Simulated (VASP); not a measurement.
Calculation: r2SCAN+rVV10, VASP's PBE PAW potentials (set 64) (plane waves; VASP).

The input files of a VASP run:

File KPOINTS:
```
kpoints
0
G
8 8 8
```

POSCAR:
```
Li2O
1
    0.0000000000     2.2836809585     2.2836809585
    2.2836809585     0.0000000000     2.2836809585
    2.2836809585     2.2836809585     0.0000000000
Li O
2 1
Direct
  0.2500000000   0.2500000000   0.2500000000
  0.7500000000   0.7500000000   0.7500000000
  0.0000000000   0.0000000000   0.0000000000
```

### INCAR
```
# general
SYSTEM   = Li2O
PREC     = Accurate
ENCUT    = 520
LREAL    = .FALSE.
LASPH    = .TRUE.

# electronic loop
EDIFF    = 1E-6
NELM     = 100
ALGO     = Normal
LMIXTAU  = .TRUE.

# smearing
ISMEAR   = 0
SIGMA    = 0.05

# functional
METAGGA  = R2SCAN
LUSE_VDW = .TRUE.
BPARAM   = 11.95
CPARAM   = 0.0093

# ions
IBRION   = 2
NSW      = 60
ISIF     = 3
EDIFFG   = -0.02

# output
LWAVE    = .FALSE.
LCHARG   = .FALSE.
```

POTCAR, in this order: Li_sv O (PBE.64 set). Program: vasp_std.

What VASP printed:

### OSZICAR
```
       N       E                     dE             d eps       ncg     rms          rms(c)
DAV:   1     0.411575811659E+02    0.41158E+02   -0.64011E+03   588   0.133E+03
DAV:   2    -0.156001507735E+02   -0.56758E+02   -0.52702E+02   682   0.251E+02
DAV:   3    -0.209529994206E+02   -0.53528E+01   -0.53332E+01  1024   0.678E+01
DAV:   4    -0.210753866278E+02   -0.12239E+00   -0.12219E+00   800   0.901E+00
DAV:   5    -0.210763264868E+02   -0.93986E-03   -0.93985E-03   856   0.717E-01    0.669E+00
DAV:   6    -0.164950704105E+02    0.45813E+01   -0.42136E+00   720   0.155E+01    0.207E+00
DAV:   7    -0.165662962278E+02   -0.71226E-01   -0.11440E+00   720   0.850E+00    0.211E+00
DAV:   8    -0.190509447016E+02   -0.24846E+01   -0.38651E+00   808   0.151E+01    0.293E+00
DAV:   9    -0.165071192761E+02    0.25438E+01   -0.19840E+00   902   0.112E+01    0.720E-01
DAV:  10    -0.164772516623E+02    0.29868E-01   -0.19901E-01   688   0.448E+00    0.292E-01
DAV:  11    -0.164719432680E+02    0.53084E-02   -0.12658E-02   756   0.109E+00    0.317E-01
DAV:  12    -0.164725907941E+02   -0.64753E-03   -0.10613E-02   730   0.104E+00    0.777E-02
DAV:  13    -0.164740044501E+02   -0.14137E-02   -0.63299E-04   646   0.292E-01    0.367E-02
DAV:  14    -0.164738132824E+02    0.19117E-03   -0.94781E-05   672   0.137E-01    0.359E-02
DAV:  15    -0.164742362555E+02   -0.42297E-03   -0.19374E-04   616   0.188E-01    0.408E-03
DAV:  16    -0.164742777977E+02   -0.41542E-04   -0.36724E-05   618   0.903E-02    0.165E-03
DAV:  17    -0.164742691874E+02    0.86103E-05   -0.34254E-06   664   0.274E-02    0.988E-04
DAV:  18    -0.164742622799E+02    0.69075E-05   -0.43444E-06   612   0.282E-02    0.720E-04
DAV:  19    -0.164742668007E+02   -0.45207E-05   -0.46264E-07   640   0.947E-03    0.386E-04
DAV:  20    -0.164742666867E+02    0.11399E-06   -0.10638E-08   338   0.113E-03
   1 F= -.16474267E+02 E0= -.16474267E+02  d E =-.164743E+02
```

File OUTCAR:
```
------------------------ aborting loop because EDIFF is reached ----------------------------------------
  FORCE on cell =-STRESS in cart. coord.  units (eV):
  Direction    XX          YY          ZZ          XY          YZ          ZX
  --------------------------------------------------------------------------------------
  Total       -0.0078524     -0.0078524     -0.0078524      0.0000000      0.0000000     -0.0000000
  in kB       -0.5281748     -0.5281748     -0.5281748      0.0000000      0.0000000     -0.0000000
  external PRESSURE =      -0.5281748 kB  Pullay stress =       0.0000000 kB
  volume of cell :       23.82
      direct lattice vectors                 reciprocal lattice vectors
     0.000000000  2.283680959  2.283680959    -0.218944769  0.218944769  0.218944769
     2.283680959  0.000000000  2.283680959     0.218944769 -0.218944769  0.218944769
     2.283680959  2.283680959  0.000000000     0.218944769  0.218944769 -0.218944769
 POSITION                                       TOTAL-FORCE (eV/Angst)
 -----------------------------------------------------------------------------------
      1.14184      1.14184      1.14184         0.000000     -0.000000      0.000000
      3.42552      3.42552      3.42552        -0.000000      0.000000     -0.000000
      0.00000      0.00000      0.00000        -0.000000     -0.000000      0.000000
 -----------------------------------------------------------------------------------
    total drift:                               -0.000000      0.000000      0.000000
  FREE ENERGIE OF THE ION-ELECTRON SYSTEM (eV)
  ---------------------------------------------------
  free  energy   TOTEN  =       -16.4742666867 eV

  energy  without entropy=      -16.4742666867  energy(sigma->0) =      -16.47426669

 reached required accuracy - stopping structural energy minimisation
```
(Selected blocks of OUTCAR.)

The compound is Li2O in the antifluorite structure. It was relaxed first. The start is the result of an earlier pass.
